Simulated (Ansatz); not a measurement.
Step by step: BeS, relaxation of cell and atoms

Method: DFT, PBE, PAW with Ansatz's default frozen-core files, scalar-relativistic (Ansatz 0.2.0).

Command: `ansatz run input.yaml --threads 1 --pin off --max-ram 2048MiB --backend cpu --events-out ev --progress --plain --runs-dir out` The run took 5.2 s on 1 thread of Arm Neoverse V1, with other jobs on the host, peak memory 0.31 GiB.

```yaml
crystal:
  lattice:
    - [0.0, 2.2322827293, 2.2322827293]
    - [2.2322827293, 0.0, 2.2322827293]
    - [2.2322827293, 2.2322827293, 0.0]
  atoms:
    - { symbol: Be, position: [0.0, 0.0, 0.0] }
    - { symbol: S, position: [0.5, 0.5, 0.5] }
kpoints:
  mp_grid: { grid: [13, 13, 13] }
scf:
  occupations: { method: fermi_dirac, width: 0.08 }
hamiltonian:
  xc: pbe
  pseudopotentials: { kind: paw }
output:
  forces: true
  stress: true
relax:
  f_tol: 0.005
  max_steps: 80
  cell: {}
```

The cell is built from the rocksalt type as a first guess.

The cutoff is 420 eV; energies and pressures of the walk include the program's estimate of the Pulay term.

Each frame lists the cell vectors (Å), then Cartesian positions (Å); symmetry keeps all forces zero. Free energies count from the first step, -995.7355 eV.

The walk took 5 evaluations in all; steps that aren't listed are left out.

Step 1: E = 0.0 meV, P = 14.38 GPa

```
cell 0.0000 2.2323 2.2323 2.2323 0.0000 2.2323 2.2323 2.2323 0.0000
Be    0.0000    0.0000    0.0000
S     2.2323    2.2323    2.2323
```

Step 2: E = -90.9 meV, P = 4.68 GPa

```
cell 0.0000 2.2837 2.2837 2.2837 0.0000 2.2837 2.2837 2.2837 0.0000
Be    0.0000    0.0000    0.0000
S     2.2837    2.2837    2.2837
```

Step 3: E = -104.4 meV, P = 0.60 GPa

```
cell 0.0000 2.3103 2.3103 2.3103 0.0000 2.3103 2.3103 2.3103 0.0000
Be    0.0000    0.0000    0.0000
S     2.3103    2.3103    2.3103
```

Q: How does the relaxation end?

A: It converges, with a = 4.629 Å, b = 4.629 Å, c = 4.629 Å, α = 90.00°, β = 90.00°, γ = 90.00° (conventional cell, space group Fm-3m). The last solve (on a basis chosen afresh for the final cell, so its energy is not quite comparable) gives E = -105.1 meV, P = 0.03 GPa:
```
cell 0.0000 2.3145 2.3145 2.3145 0.0000 2.3145 2.3145 2.3145 0.0000
Be    0.0000    0.0000    0.0000
S     2.3145    2.3145    2.3145
```
